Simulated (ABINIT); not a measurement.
## MgO (Fm-3m): a self-consistent loop beyond G0W0, cycle by cycle

How far does self-consistency move the gap of MgO (Fm-3m)?

Calculated with ABINIT 10.8.3; PBEsol and many-body steps on it, plane waves.

**The experiments to reproduce.**

- Gap 7.83 eV: direct gap at Gamma, low temperature; bulk crystal (literature value) (quoted in “The Band-Gap Studies of Short-Period CdO/MgO Superlattices”, 2021, pmc:8035356).

**1. The structure**

Symmetry: Fm-3m, No. 225, cubic system. Conventional cell: a = 4.194 Å, b = 4.194 Å, c = 4.194 Å, α = 90.00°, β = 90.00°, γ = 90.00°. Nearest to Mg lie 6 O at 2.10 Å. Nearest to O lie 6 Mg at 2.10 Å. Farther neighbours and most contacts between anions are not listed.

The cell and positions are those that the Materials Project relaxed with its own functionals (PBE, PBE+U or r2SCAN), kept fixed.

**2. Empty states on the mesh, 6×6×6 mesh, 104 bands**

This step: ABINIT 10.8.3; DFT, PBEsol, plane waves, norm-conserving pseudopotentials.

The sums over transitions need many empty states on a uniform mesh; this step solves for them.

run.abi reads:

```
acell 3*1.0 Angstrom
rprim 
  -0.000000000000 2.097001392700 2.097001392700
  2.097001392700 -0.000000000000 2.097001392700
  2.097001392700 2.097001392700 -0.000000000000
ntypat 2
znucl 12 8
natom 2
typat 1 2
xred 
  0.000000000000 0.000000000000 0.000000000000
  0.500000000000 0.500000000000 0.500000000000
pp_dirpath "pseudos"
pseudos "Mg.upf, O.upf"
ecut 38
ngkpt 6 6 6
nshiftk 1
shiftk 0 0 0
kptopt 1
chksymbreak 0
irdden 1
istwfk *1
nband 104
prtvol 0
optdriver 6
gwr_task "HDIAGO"
paral_kgb 0
occopt 1
indata_prefix "in"
outdata_prefix "out"
tmpdata_prefix "tmp"
```

Launch:

```
> OMP_NUM_THREADS=1 mpirun -n 4 abinit run.abi > log
```

The log of the run:

```text
.Version 10.8.3 of ABINIT. v10.8.2 released Aug 2026.

 Symmetries : space group Fm -3 m (#225); Bravais cF (face-center cubic)
[... echo of the input left out ...]
== DATASET  1 ==================================================================
-   mpi_nproc: 4, omp_nthreads: 1 (-1 if OMP is not activated)

--- !DatasetInfo
iteration_state: {dtset: 1, }
dimensions: {natom: 2, nkpt: 16, mband: 104, nsppol: 1, nspinor: 1, nspden: 1, mpw: 1411, }
cutoff_energies: {ecut:  38.0, pawecutdg:  -1.0, }
[...]
Direct band gap semiconductor
 Fundamental gap:     4.791 (eV)
   VBM:     4.726 (eV) at k: [ 0.0000E+00,  0.0000E+00,  0.0000E+00]
   CBM:     9.517 (eV) at k: [ 0.0000E+00,  0.0000E+00,  0.0000E+00]
 Direct gap:         4.791 (eV) at k: [ 0.0000E+00,  0.0000E+00,  0.0000E+00]

== END DATASET(S) ==============================================================
================================================================================

 -outvars: echo values of variables after computation  --------
           etotal      0.0000000000E+00
            nband         104
             nkpt          16
          spgroup         225
 [... the other variables as echoed above ...]

 Calculation completed.
```

The job ended after 12 s (4 MPI ranks of Arm Neoverse V1, shared host; peak memory 0.7 GiB; 49 s of CPU time).

Numbers from this step:

| Item | Value |
| --- | --- |
| gap | 4.791 eV |
| k of the valence top | 0, 0, 0 |
| k of the conduction bottom | 0, 0, 0 |
| least direct gap | 4.791 eV |
| k points computed | 16 |
| lowest point of the top converged band, above the valence top | 150.5392 eV |

On this mesh the gap is 4.791 eV.

The density comes from a self-consistent run that is not shown.

**3. Screening, 6×6×6 mesh, 96 bands, screening to 244.9 eV**

The RPA dielectric matrix is built and inverted for each q.

This step: RPA screening on PBEsol, plane waves, norm-conserving pseudopotentials.

run.abi: that of step 2 with these lines changed.

```diff
@@ -20,10 +20,11 @@
 chksymbreak 0
-irdden 1
 istwfk *1
-nband 104
-prtvol 0
-optdriver 6
-gwr_task "HDIAGO"
-paral_kgb 0
 occopt 1
+irdwfk 1
+optdriver 3
+nband 96
+ecuteps 9
+inclvkb 2
+awtr 1
+symchi 1
 indata_prefix "in"
```

The log of the run:

```text
.Version 10.8.3 of ABINIT. v10.8.2 released Aug 2026.

 Symmetries : space group Fm -3 m (#225); Bravais cF (face-center cubic)
[... echo of the input left out ...]
== DATASET  1 ==================================================================
-   mpi_nproc: 4, omp_nthreads: 1 (-1 if OMP is not activated)

--- !DatasetInfo
iteration_state: {dtset: 1, }
dimensions: {natom: 2, nkpt: 16, mband: 96, nsppol: 1, nspinor: 1, nspden: 1, mpw: 1411, }
cutoff_energies: {ecut:  38.0, pawecutdg:  -1.0, }
electrons: {nelect:   1.60000000E+01, charge:   0.00000000E+00, occopt:   1.00000000E+00, tsmear:   1.00000000E-02, }

 SCREENING: Calculation of the susceptibility and dielectric matrices

 Based on a program developped by R.W. Godby, V. Olevano, G. Onida, and L. Reining.
 Incorporated in ABINIT by V. Olevano, G.-M. Rignanese, and M. Torrent.
.Using double precision arithmetic ; gwpc =  8

[... cell and pseudopotentials left out ...]
--------------------------------------------------------------------------------

 ==== K-mesh for the wavefunctions ====
 Number of points in the irreducible wedge :    16
[... list of points left out ...]
 Together with 48 symmetry operations and time-reversal symmetry
 yields   216 points in the full Brillouin Zone.

 ==== Q-mesh for the screening function ====
 Number of points in the irreducible wedge :    16
[... list of points left out ...]
 Together with 48 symmetry operations and time-reversal symmetry
 yields   216 points in the full Brillouin Zone.

 setmesh: FFT mesh size selected  =    24x   24x   24
          total number of points  =        13824

 vcoul_init : cutoff-mode = AUXILIARY_FUNCTION
 q-points for optical limit:   1
     1)      0.000010    0.000020    0.000030

- screening: taking advantage of time-reversal symmetry
- Maximum band index for partially occupied states nbvw = 8
- Remaining bands to be divided among processors   nbcw = 88
- Number of bands treated by each node ~22

 Number of electrons calculated from density =   16.0000; Expected =   16.0000
 average of density, n =  0.128557
 r_s =    1.2291
 omega_plasma =   34.5863 [eV]

 calculating chi0 at frequencies [eV] :
  1    0.000000E+00    0.000000E+00
  2    0.000000E+00    3.458631E+01

--------------------------------------------------------------------------------
  q-point number  1        q = ( 0.000000, 0.000000, 0.000000) [r.l.u.]
--------------------------------------------------------------------------------
[... chi0 elements left out ...]
 For q-point:  0.000010 0.000020 0.000030
  dielectric constant =   3.0764
  dielectric constant without local fields =   3.3003

  Average fulfillment of the sum rule on Im[epsilon] for q-point    1 :     71.98  [%]
[... wings left out ...]
  q-point number  2        q = ( 0.166667, 0.000000, 0.000000) [r.l.u.]
--------------------------------------------------------------------------------
[... chi0 elements left out ...]
  Average fulfillment of the sum rule on Im[epsilon] for q-point    2 :     86.63  [%]

 [... 14 further q-points ...]
```

It took 74 s on 4 MPI ranks; peak memory 0.78 GiB; 4.9 min of CPU time.

This step gave:

| Quantity | Value |
| --- | --- |
| ε∞ with local fields, on this mesh, along the program's q direction | 3.076 |
| the same without local fields | 3.300 |
| plasma frequency | 34.59 eV |
| plane waves in the screening matrix | 169 |

Local fields lower ε∞ by 7 %.

**4. G0W0**

The self-energy is evaluated for the states that the input lists, and the levels follow from it, in one-shot runs by the linearised quasiparticle equation.

This step: G0W0 on PBEsol, plane waves, norm-conserving pseudopotentials.

run.abi: that of step 3 with these lines changed.

```diff
@@ -23,8 +23,19 @@
 irdwfk 1
-optdriver 3
+optdriver 4
 nband 96
+gwcalctyp 0
+ecutsigx 38
+symsigma 1
+nkptgw 3
+kptgw 
+  0.0000000000 0.0000000000 0.0000000000
+  0.5000000000 0.0000000000 0.0000000000
+  0.5000000000 0.5000000000 0.0000000000
+bdgw 
+  6 12
+  7 10
+  7 10
 ecuteps 9
-inclvkb 2
-awtr 1
-symchi 1
+irdscr 1
+ppmodel 1
 indata_prefix "in"
```

The log of the run:

```text
.Version 10.8.3 of ABINIT. v10.8.2 released Aug 2026.

 Symmetries : space group Fm -3 m (#225); Bravais cF (face-center cubic)
[... echo of the input left out ...]
== DATASET  1 ==================================================================
-   mpi_nproc: 4, omp_nthreads: 1 (-1 if OMP is not activated)

--- !DatasetInfo
iteration_state: {dtset: 1, }
dimensions: {natom: 2, nkpt: 16, mband: 96, nsppol: 1, nspinor: 1, nspden: 1, mpw: 1411, }
cutoff_energies: {ecut:  38.0, pawecutdg:  -1.0, }
electrons: {nelect:   1.60000000E+01, charge:   0.00000000E+00, occopt:   1.00000000E+00, tsmear:   1.00000000E-02, }

 SIGMA: Calculation of the GW corrections

 Based on a program developped by R.W. Godby, V. Olevano, G. Onida, and L. Reining.
 Incorporated in ABINIT by V. Olevano, G.-M. Rignanese, and M. Torrent.
.Using double precision arithmetic ; gwpc =  8

[... cell and pseudopotentials left out ...]
--------------------------------------------------------------------------------

 ==== K-mesh for the wavefunctions ====
 Number of points in the irreducible wedge :    16
[... list of points left out ...]
 Together with 48 symmetry operations and time-reversal symmetry
 yields   216 points in the full Brillouin Zone.

 ==== Q-mesh for screening function ====
 Number of points in the irreducible wedge :    16
[... list of points left out ...]
 Together with 48 symmetry operations and time-reversal symmetry
 yields   216 points in the full Brillouin Zone.

 vcoul_init : cutoff-mode = AUXILIARY_FUNCTION
 q-points for optical limit:   1
     1)      0.000010    0.000020    0.000030
 setmesh: FFT mesh size selected  =    32x   32x   32
          total number of points  =        32768

 Number of electrons calculated from density =   16.0000; Expected =   16.0000
 average of density, n =  0.128557
 r_s =    1.2291
 omega_plasma =   34.5863 [eV]

 === KS Band Gaps ===
  >>>> For spin  1
   Minimum direct gap =   4.7906 [eV], located at k-point      :   0.0000  0.0000  0.0000
   Fundamental gap    =   4.7906 [eV], Top of valence bands at :   0.0000  0.0000  0.0000
                                       Bottom of conduction at :   0.0000  0.0000  0.0000
 SIGMA fundamental parameters:
 PLASMON POLE MODEL  1
 number of plane-waves for SigmaX                 1411
 number of plane-waves for SigmaC and W            169
 number of plane-waves for wavefunctions          1411
 number of bands                                    96
 number of independent spin polarizations            1
 number of spinorial components                      1
 number of k-points in IBZ                          16
 number of q-points in IBZ                          16
 number of symmetry operations                      48
 number of k-points in BZ                          216
 number of q-points in BZ                          216
 number of frequencies for dSigma/dE                 9
 frequency step for dSigma/dE [eV]                0.25
 number of omega for Sigma on real axis              0
 max omega for Sigma on real axis  [eV]           0.00
 zcut for avoiding poles [eV]                     0.10

 EPSILON^-1 parameters (SCR file):
 dimension of the eps^-1 matrix on file            169
 dimension of the eps^-1 matrix used               169
 number of plane-waves for wavefunctions          1411
 number of bands                                    96
 number of q-points in IBZ                          16
 number of frequencies                               2
 number of real frequencies                          1
 number of imag frequencies                          1

 matrix elements of self-energy operator (all in [eV])

 Perturbative Calculation

--- !SelfEnergy_ee
iteration_state: {dtset: 1, }
kpoint     : [   0.000,    0.000,    0.000, ]
spin       : 1
KS_gap     :    4.791
QP_gap     :    7.319
Delta_QP_KS:    2.528
data: !SigmaeeData |
     Band     E0 <VxcDFT>   SigX SigC(E0)      Z dSigC/dE  Sig(E)    E-E0       E
        6   4.726 -19.927 -25.545   3.764   0.806  -0.240 -21.422  -1.495   3.231
        7   4.726 -19.927 -25.545   3.764   0.806  -0.240 -21.422  -1.495   3.231
        8   4.726 -19.927 -25.545   3.764   0.806  -0.240 -21.422  -1.495   3.231
        9   9.517 -13.780  -9.032  -3.537   0.853  -0.172 -12.746   1.033  10.550
       10  20.587  -9.938  -3.748  -4.658   0.859  -0.164  -8.622   1.316  21.903
       11  20.587  -9.938  -3.748  -4.658   0.859  -0.164  -8.622   1.316  21.903
[...]
--- !SelfEnergy_ee
iteration_state: {dtset: 1, }
kpoint     : [   0.500,    0.000,    0.000, ]
spin       : 1
KS_gap     :    8.517
QP_gap     :   11.364
Delta_QP_KS:    2.847
data: !SigmaeeData |
     Band     E0 <VxcDFT>   SigX SigC(E0)      Z dSigC/dE  Sig(E)    E-E0       E
[...]
--- !SelfEnergy_ee
iteration_state: {dtset: 1, }
kpoint     : [   0.500,    0.500,    0.000, ]
spin       : 1
KS_gap     :   10.412
QP_gap     :   13.170
Delta_QP_KS:    2.758
data: !SigmaeeData |
     Band     E0 <VxcDFT>   SigX SigC(E0)      Z dSigC/dE  Sig(E)    E-E0       E
[...]
8   3.356 -18.635 -24.659   3.916   0.806  -0.241 -20.333  -1.698   1.658
        9  13.768  -9.271  -3.955  -4.102   0.872  -0.147  -8.212   1.060  14.828
       10  14.765 -12.311  -6.461  -4.342   0.866  -0.154 -11.005   1.306  16.071

== END DATASET(S) ==============================================================
================================================================================

 -outvars: echo values of variables after computation  --------
           etotal      0.0000000000E+00
            nband          96
             nkpt          16
          spgroup         225
 [... the other variables as echoed above ...]

 Calculation completed.
```

Run time: 15 s. Hardware: 4 MPI ranks; peak memory 0.82 GiB.

Numbers from this step:

| Property | Result |
| --- | --- |
| G0W0 gap on the points computed | 7.319 eV |
| starting gap on the mesh | 4.791 eV |
| k of the valence top | 0, 0, 0 |
| k of the conduction bottom | 0, 0, 0 |
| Z at the valence top | 0.806 |
| Z at the conduction bottom | 0.853 |
| least direct G0W0 gap on the computed points | 7.319 eV |

The gap on the mesh goes from 4.79 eV to 7.32 eV, a correction of +2.53 eV.

**5. evGW0, cycle 1**

This step: evGW0 on PBEsol, plane waves, norm-conserving pseudopotentials.

run.abi: that of step 4 with these lines changed.

```diff
@@ -25,14 +25,40 @@
 nband 96
-gwcalctyp 0
+gwcalctyp 10
 ecutsigx 38
 symsigma 1
-nkptgw 3
+nkptgw 16
 kptgw 
   0.0000000000 0.0000000000 0.0000000000
+  0.1666666667 0.0000000000 0.0000000000
+  0.3333333333 0.0000000000 0.0000000000
   0.5000000000 0.0000000000 0.0000000000
+  0.1666666667 0.1666666667 0.0000000000
+  0.3333333333 0.1666666667 0.0000000000
+  0.5000000000 0.1666666667 0.0000000000
+  -0.3333333333 0.1666666667 0.0000000000
+  -0.1666666667 0.1666666667 0.0000000000
+  0.3333333333 0.3333333333 0.0000000000
+  0.5000000000 0.3333333333 0.0000000000
+  -0.3333333333 0.3333333333 0.0000000000
   0.5000000000 0.5000000000 0.0000000000
+  0.5000000000 0.3333333333 0.1666666667
+  -0.3333333333 0.3333333333 0.1666666667
+  -0.3333333333 0.5000000000 0.1666666667
 bdgw 
-  6 12
-  7 10
-  7 10
+  1 15
+  1 15
+  1 15
+  1 15
+  1 15
+  1 15
+  1 15
+  1 15
+  1 15
+  1 15
+  1 15
+  1 15
+  1 15
+  1 15
+  1 15
+  1 15
 ecuteps 9
```

The log of the run:

```text
.Version 10.8.3 of ABINIT. v10.8.2 released Aug 2026.

 Symmetries : space group Fm -3 m (#225); Bravais cF (face-center cubic)
[... echo of the input left out ...]
== DATASET  1 ==================================================================
-   mpi_nproc: 4, omp_nthreads: 1 (-1 if OMP is not activated)

--- !DatasetInfo
iteration_state: {dtset: 1, }
dimensions: {natom: 2, nkpt: 16, mband: 96, nsppol: 1, nspinor: 1, nspden: 1, mpw: 1411, }
cutoff_energies: {ecut:  38.0, pawecutdg:  -1.0, }
electrons: {nelect:   1.60000000E+01, charge:   0.00000000E+00, occopt:   1.00000000E+00, tsmear:   1.00000000E-02, }

 SIGMA: Calculation of the GW corrections

 Based on a program developped by R.W. Godby, V. Olevano, G. Onida, and L. Reining.
 Incorporated in ABINIT by V. Olevano, G.-M. Rignanese, and M. Torrent.
.Using double precision arithmetic ; gwpc =  8

[... cell and pseudopotentials left out ...]
--------------------------------------------------------------------------------

 ==== K-mesh for the wavefunctions ====
 Number of points in the irreducible wedge :    16
[... list of points left out ...]
 Together with 48 symmetry operations and time-reversal symmetry
 yields   216 points in the full Brillouin Zone.

 ==== Q-mesh for screening function ====
 Number of points in the irreducible wedge :    16
[... list of points left out ...]
 Together with 48 symmetry operations and time-reversal symmetry
 yields   216 points in the full Brillouin Zone.

 vcoul_init : cutoff-mode = AUXILIARY_FUNCTION
 q-points for optical limit:   1
     1)      0.000010    0.000020    0.000030
 setmesh: FFT mesh size selected  =    32x   32x   32
          total number of points  =        32768

 Number of electrons calculated from density =   16.0000; Expected =   16.0000
[...]
QP_gap     :   15.035
Delta_QP_KS:    3.200
data: !SigmaeeData |
     Band     E_DFT   <VxcDFT>   E(N-1)  <Hhartree>   SigX  SigC[E(N-1)]    Z     dSigC/dE  Sig[E(N)]  DeltaE  E(N)_pert E(N)_diago
[...]
--- !SelfEnergy_ee
iteration_state: {dtset: 1, }
kpoint     : [  -0.333,    0.500,    0.167, ]
spin       : 1
KS_gap     :   12.201
QP_gap     :   15.294
Delta_QP_KS:    3.093
data: !SigmaeeData |
     Band     E_DFT   <VxcDFT>   E(N-1)  <Hhartree>   SigX  SigC[E(N-1)]    Z     dSigC/dE  Sig[E(N)]  DeltaE  E(N)_pert E(N)_diago
[...]
14    29.540   -10.988    29.540    40.528    -3.490    -5.710     0.818    -0.223    -9.526     1.463    31.003    31.329
       15    31.330   -12.867    31.330    44.197    -5.061    -5.841     0.803    -0.245   -11.288     1.578    32.908    33.295

 New Fermi energy :        2.498923E-01 Ha ,    6.799916E+00 eV
 New Exchange energy :    -1.098249E+01 Ha ,   -2.988489E+02 eV

 === QP Band Gaps ===
  >>>> For spin  1
   Minimum direct gap =   7.8554 [eV], located at k-point      :   0.0000  0.0000  0.0000
   Fundamental gap    =   7.8554 [eV], Top of valence bands at :   0.0000  0.0000  0.0000
                                       Bottom of conduction at :   0.0000  0.0000  0.0000

 writing QP data on file : out_QPS

 Convergence of QP corrections
 >>>>> For spin  1 <<<<<
.  kptgw no:  1; Maximum DeltaE = (   9.469   5.112) for band index:  1
.  kptgw no:  2; Maximum DeltaE = (  10.163   5.600) for band index:  1
.  kptgw no:  3; Maximum DeltaE = (  12.021   5.127) for band index:  1
[...]
.  kptgw no: 15; Maximum DeltaE = (  15.503   5.382) for band index:  1
.  kptgw no: 16; Maximum DeltaE = (  15.881   5.454) for band index:  1

== END DATASET(S) ==============================================================
================================================================================

 -outvars: echo values of variables after computation  --------
           etotal      0.0000000000E+00
            nband          96
             nkpt          16
          spgroup         225
 [... the other variables as echoed above ...]

 Calculation completed.
```

Wall time 12 min (4 MPI ranks); peak memory 1.1 GiB; 46 min of CPU time.

This step gave:

| Property | Result |
| --- | --- |
| quasiparticle gap on the mesh | 7.856 eV |
| gap of the density functional on the mesh | 4.791 eV |
| k of the valence top | 0, 0, 0 |
| k of the conduction bottom | 0, 0, 0 |
| Z at the valence top | 0.806 |
| Z at the conduction bottom | 0.853 |
| least direct quasiparticle gap on the computed points | 7.856 eV |

Against G0W0 in ABINIT (6×6×6 mesh, 96 bands, screening to 244.9 eV, Godby-Needs plasmon pole), the gap moves by +0.537 eV. This first cycle still uses the starting levels; it takes the full correction, at all points of the mesh, and its linearised value is 7.319 eV.

**6. evGW0, cycle 2**

The corrected levels of the last cycle go back in.

run.abi: that of step 5 with these lines changed.

```diff
@@ -66,2 +66,3 @@
 ppmodel 1
+irdqps 1
 indata_prefix "in"
```

The log of the run:

```text
.Version 10.8.3 of ABINIT. v10.8.2 released Aug 2026.

 Symmetries : space group Fm -3 m (#225); Bravais cF (face-center cubic)
[... echo of the input left out ...]
== DATASET  1 ==================================================================
-   mpi_nproc: 4, omp_nthreads: 1 (-1 if OMP is not activated)

--- !DatasetInfo
iteration_state: {dtset: 1, }
dimensions: {natom: 2, nkpt: 16, mband: 96, nsppol: 1, nspinor: 1, nspden: 1, mpw: 1411, }
cutoff_energies: {ecut:  38.0, pawecutdg:  -1.0, }
[...]
.  kptgw no:  3; Maximum DeltaE = (  -7.852   1.521) for band index:  1
[...]
.  kptgw no: 15; Maximum DeltaE = (  -1.931  -0.879) for band index:  1
.  kptgw no: 16; Maximum DeltaE = (  -2.092  -1.101) for band index:  1

== END DATASET(S) ==============================================================
================================================================================

 -outvars: echo values of variables after computation  --------
           etotal      0.0000000000E+00
            nband          96
             nkpt          16
          spgroup         225
 [... the other variables as echoed above ...]

 Calculation completed.
```

The job ended after 12 min (4 MPI ranks; peak memory 1.1 GiB; 46 min of CPU time).

Numbers from this step:

| Item | Value |
| --- | --- |
| quasiparticle gap on the mesh | 7.710 eV |
| gap of the density functional on the mesh | 4.791 eV |
| k of the valence top | 0, 0, 0 |
| k of the conduction bottom | 0, 0, 0 |
| least direct quasiparticle gap on the computed points | 7.710 eV |

Against the cycle before, the gap moves by −0.146 eV.

(Part 1 of 3 ends here.)

[Paths, hosts, dates, memory and timing lines, banners, echoed tables and standing remarks are left out of the program output.]

[Logs are printed without paths, hosts, clocks, repeated set-up lines and the standing remarks that a program may print on its own settings, such as how far it seeks lower states.]

[Runs of the session that timed out or met a known fault of the program may be left out.]

[Hosts, paths, dates, database ids (printed as entryN), source tags and the programs' standing remarks are cut or masked in the printed files.]

[G0W0 gaps are taken among the corrected bands and points alone; a level outside them can change the order at an edge.]

[Where Ansatz stands beside ABINIT at settings called matched, ABINIT's density can come from a denser mesh and the files from another edition; pairs whose starting gaps differed by over 0.03 eV were left out, so agreement reads better than it is.]
